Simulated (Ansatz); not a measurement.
# WC: single point with PBE

The system is WC.

```
CELL_PARAMETERS angstrom
0.00000 2.19268 2.19268
2.19268 0.00000 2.19268
2.19268 2.19268 0.00000
ATOMIC_POSITIONS crystal
W 0.00000 0.00000 0.00000
C 0.50000 0.50000 0.50000
```

Measurements of this composition are mostly on another form, of space group No. 187.

```json
{"Program": "Ansatz 0.2.0", "Task": "single point", "Functional": "PBE", "Potentials or basis": "Ansatz PAW", "Cutoff": "420 eV (not typed: the program's choice for these potentials)", "k mesh": "10 × 10 × 10", "Occupations": "gaussian, width 0.018 eV", "Spin": "no spin polarisation"}
```

| Quantity | Value |
| --- | --- |
| Pressure | -1.5 GPa |
| Band gap on the k mesh | none (metal or under the smearing width) |

Levels at points of the mesh, in eV from the Fermi level:
| k point | band 6 | band 7 | band 8 | band 9 | band 10 | band 11 | band 12 | band 13 |
| --- | --- | --- | --- | --- | --- | --- | --- | --- |
| (0.00, 0.00, 0.00) | -2.84 | -2.84 | -2.84 | -1.15 | -1.15 | -1.15 | -1.05 | -1.05 |
| (0.00, 0.00, -0.50) | -9.88 | -6.67 | -6.67 | 0.95 | 0.95 | 2.23 | 4.84 | 8.67 |
| (0.00, -0.50, -0.50) | -5.85 | -5.68 | -2.59 | -2.59 | 0.77 | 2.18 | 2.18 | 5.36 |

Wall time 0.87 s on 2 threads of Arm Neoverse V1, on a shared host, peak memory 0.27 GiB.

Caveat: the pressure holds a Pulay correction of +0.3 GPa for the finite cutoff. The run has no spin-orbit coupling, so splittings on W are missing.
